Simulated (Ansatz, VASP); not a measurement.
**CdTe in VASP and in Ansatz**

Contents of INCAR:

```
ALGO = Normal
EDIFF = 1E-7
EDIFFG = -0.02
ENCUT = 600
GGA = PE
IBRION = 2
ISIF = 3
ISMEAR = -1
LASPH = T
LCHARG = F
LREAL = F
LWAVE = F
NELM = 100
NSW = 40
PREC = Accurate
SIGMA = 0.05
```

File KPOINTS:

```
k-points
0
Gamma
  7 7 7
```

Contents of POSCAR:

```
CdTe
1.0
    0.0000000000      3.2050000000      3.2050000000
    3.2050000000      0.0000000000      3.2050000000
    3.2050000000      3.2050000000      0.0000000000
Te Cd
1 1
Direct
    0.7500000000      0.7500000000      0.7500000000
    0.0000000000      0.0000000000      0.0000000000
```

The input input.yaml:

```yaml
crystal:
  lattice:
    - [0.0, 3.205, 3.205]
    - [3.205, 0.0, 3.205]
    - [3.205, 3.205, 0.0]
  atoms:
    - { symbol: Te, position: [0.75, 0.75, 0.75] }
    - { symbol: Cd, position: [0.0, 0.0, 0.0] }
hamiltonian:
  xc: pbe
  pseudopotentials: { kind: paw }
kpoints:
  mp_grid: { grid: [7, 7, 7] }
scf:
  occupations: { method: fermi_dirac, width: 0.05 }
output:
  forces: true
  stress: true
relax:
  f_tol: 0.01
  max_steps: 40
  cell: { stress_tol: 0.05 }
```

Alike in both runs: task relaxation of cell and atoms; functional PBE; k mesh 7 × 7 × 7; occupations fermi-dirac, width 0.05 eV; no spin polarisation.

```csv
,VASP,Ansatz
version,VASP 6.6.1,Ansatz 0.2.0
potentials or method,"VASP PAW PBE potentials, release 64 (Te, Cd)",Ansatz PAW
plane-wave cutoff (eV),600,420
valence electrons in the cell,18,36
```

Ansatz gave:

- relaxed volume (Å³/atom): 36.22
- relaxed cell length with the largest relative difference (Å): 4.679
- energy change over the relaxation (meV/atom): -40

Which values does VASP return?

Relaxed volume (Å³/atom): 36.31; relaxed cell length with the largest relative difference (Å): 4.683; energy change over the relaxation (meV/atom): -42.

The two sets of potentials don't hold the same shells in valence.

Caveats: the volume moved by +10 % from the deposited cell, more than functionals usually miss; the plane-wave basis is chosen anew once the cell has moved, so the energies of steps on either side of that aren't comparable (Ansatz). PBE usually gives volumes a little too large and moduli too small. Zero-point motion and thermal expansion aren't in these numbers.
